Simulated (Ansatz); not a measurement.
Relaxed (111) slab cut from NbN (space group Fm-3m (No. 225)); the slab's formula is Nb6N5, its outer planes Nb (top) and Nb (bottom):

```xyz
11
Lattice="3.1265 0.0000 0.0000 -1.5633 2.7076 0.0000 0.0000 0.0000 27.7639" Properties=species:S:1:pos:R:3 pbc="T T T"
Nb    0.0000    1.8051    7.5963
N     1.5633    0.9025    8.7142
Nb    0.0000    0.0000   10.0047
N     0.0000    1.8051   11.2781
Nb    1.5633    0.9025   12.6014
N     0.0000    0.0000   13.8819
Nb    0.0000    1.8051   15.1625
N     1.5633    0.9025   16.4858
Nb    0.0000    0.0000   17.7592
N     0.0000    1.8051   19.0497
Nb    1.5633    0.9025   20.1676
```

Method: Ansatz, DFT PBE, scalar-relativistic, plane waves, PAW. Plane waves to 420 eV, a k mesh through Γ of 12×12×1 on the computed 11-atom cell and Gaussian smearing (0.10 eV); no spin polarisation. A dipole correction removes the field between periodic images along c.

The potential is the smooth part; its values at the atoms depend on the PAW datasets.

Q: How does the plane-averaged electrostatic potential energy of an electron run along c, counted from the Fermi level?

A:
| z (Å) | V (eV) |
| --- | --- |
| 2.60 | 4.80 |
| 2.89 | 4.80 |
| 3.18 | 4.80 |
| 3.47 | 4.80 |
| 3.76 | 4.79 |
| 4.05 | 4.78 |
| 4.34 | 4.76 |
| 4.63 | 4.73 |
| 4.92 | 4.66 |
| 5.21 | 4.53 |
| 5.49 | 4.27 |
| 5.78 | 3.79 |
| 6.07 | 2.89 |
| 6.36 | 1.24 |
| 6.65 | -1.92 |
| 6.94 | -8.19 |
| 7.23 | -15.81 |
| 7.52 | -20.36 |
| 7.81 | -19.26 |
| 8.10 | -14.57 |
| 8.39 | -11.82 |
| 8.68 | -11.17 |
| 8.97 | -9.89 |
| 9.25 | -10.00 |
| 9.54 | -15.15 |
| 9.83 | -20.61 |
| 10.12 | -21.15 |
| 10.41 | -16.34 |
| 10.70 | -10.58 |
| 10.99 | -9.39 |
| 11.28 | -9.97 |
| 11.57 | -8.84 |
| 11.86 | -9.35 |
| 12.15 | -15.04 |
| 12.44 | -20.50 |
| 12.73 | -20.92 |
| 13.01 | -16.06 |
| 13.30 | -10.32 |
| 13.59 | -9.27 |
| 13.88 | -10.05 |
| 14.17 | -9.27 |
| 14.46 | -10.32 |
| 14.75 | -16.06 |
| 15.04 | -20.92 |
| 15.33 | -20.50 |
| 15.62 | -15.04 |
| 15.91 | -9.35 |
| 16.20 | -8.84 |
| 16.48 | -9.97 |
| 16.77 | -9.39 |
| 17.06 | -10.58 |
| 17.35 | -16.34 |
| 17.64 | -21.15 |
| 17.93 | -20.61 |
| 18.22 | -15.15 |
| 18.51 | -10.00 |
| 18.80 | -9.89 |
| 19.09 | -11.17 |
| 19.38 | -11.82 |
| 19.67 | -14.57 |
| 19.96 | -19.26 |
| 20.24 | -20.36 |
| 20.53 | -15.81 |
| 20.82 | -8.19 |
| 21.11 | -1.92 |
| 21.40 | 1.24 |
| 21.69 | 2.89 |
| 21.98 | 3.79 |
| 22.27 | 4.27 |
| 22.56 | 4.53 |
| 22.85 | 4.66 |
| 23.14 | 4.73 |
| 23.43 | 4.76 |
| 23.71 | 4.78 |
| 24.00 | 4.79 |
| 24.29 | 4.80 |
| 24.58 | 4.80 |
| 24.87 | 4.80 |
| 25.16 | 4.80 |

The vacuum level lies 4.80 eV above the Fermi level.

Spin polarisation was left out, and a magnetic state may lie lower.

Cost: 1 run of about 2.9 core-minutes, on Intel Xeon Platinum 8375C (Ice Lake) (shared hosts).